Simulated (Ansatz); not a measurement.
# A series in volume per atom on Li

Results calculated with Ansatz 0.2.0, not measured. Periodic Kohn-Sham DFT of a crystal at fixed atoms; pressure and stress are positive in compression; the energy is the free energy less that of spherical unpolarised free atoms; site moments are those in the method's own spheres, positive along +z.

Cell of the first row (space group P6_3/mmc, No. 194):
```
Li
1.0
      3.0475     0.0000     0.0000
     -1.5237     2.6392     0.0000
      0.0000     0.0000     4.9890
Li
2
Direct
  0.33333 0.66667 0.25000
  0.66667 0.33333 0.75000
```

Settings of every row: method all-electron LAPW; functional PBEsol; relativity scalar; k mesh 15x15x8; filling fermi-dirac; smearing width 0.03 eV; basis error target 0.25 meV/atom; nucleus gaussian.

Atom start moment: 0 on all atoms.

```csv
row,volume per atom (Å³),pressure (GPa),energy less free atoms (eV/atom)
1,20.063,0.094,-1.9681
2,20.49,-0.19,-1.968
3,20.917,-0.449,-1.9671
4,21.131,-0.57,-1.9665
5,21.344,-0.686,-1.9656
6,21.557,-0.796,-1.9646
7,21.771,-0.902,-1.9635
8,22.198,?,?
9,22.625,-1.281,-1.9576
```

Question: what pressure and energy less free atoms should row 8 give?

Worked fit of pressure. Take u = (V_r/V)^(2/3) − 1 with V_r = 21.238 Å³ an atom, which is twice the finite (Eulerian) strain; such expansions in the strain, on which the Birch-Murnaghan equation of state is built, carry the rest volume and the bulk modulus. The shown rows have u = 0.03867, 0.02419, 0.0102, 0.00337, -0.00331, -0.00989, -0.01639, -0.0413. Least squares give pressure = −0.6289 + 17.283 × u + 36.25 × u² GPa; a straight line predicts inner rows, each left out in turn, worse (root mean square 0.017 against 0.00041 GPa). All shown rows lie on it to the printed digit. The pressure vanishes at u = 0.0340, or V = 20.2 Å³ an atom, and there the bulk modulus at fixed shape and fractions is B = −V dP/dV = (2/3)(1 + u) dP/du = 13.6 GPa. Letting shape and atoms relax would as a rule lower it, by much in layered, chain or molecular crystals. The withheld row has u = -0.02904, so the fit gives −0.6289 + 17.283 × (-0.02904) + 36.25 × (-0.02904)² = -1.100 GPa.

The calculation gave -1.1 GPa. The fit meets it to the printed digit.

Worked fit of energy less free atoms. Take u = (V_r/V)^(2/3) − 1 with V_r = 21.238 Å³ an atom, which is twice the finite (Eulerian) strain; such expansions in the strain, on which the Birch-Murnaghan equation of state is built, carry the rest volume and the bulk modulus. The shown rows have u = 0.03867, 0.02419, 0.0102, 0.00337, -0.00331, -0.00989, -0.01639, -0.0413. Least squares give energy less free atoms = −1.96605 − 0.1262 × u + 1.896 × u² eV/atom; a straight line predicts inner rows, each left out in turn, worse (root mean square 0.00091 against 3.6e-05 eV/atom). All shown rows lie on it to the printed digit. Its lowest point lies at u = 0.0333, or V = 20.22 Å³ an atom, and the curvature there gives the bulk modulus at fixed shape and fractions, B = (4/9)(1 + u)² E″(u)/V = 14.3 GPa. Letting shape and atoms relax would as a rule lower it, by much in layered, chain or molecular crystals. The withheld row has u = -0.02904, so the fit gives −1.96605 − 0.1262 × (-0.02904) + 1.896 × (-0.02904)² = -1.9608 eV/atom.

The calculation gave -1.9608 eV/atom. The fit meets it to the printed digit.
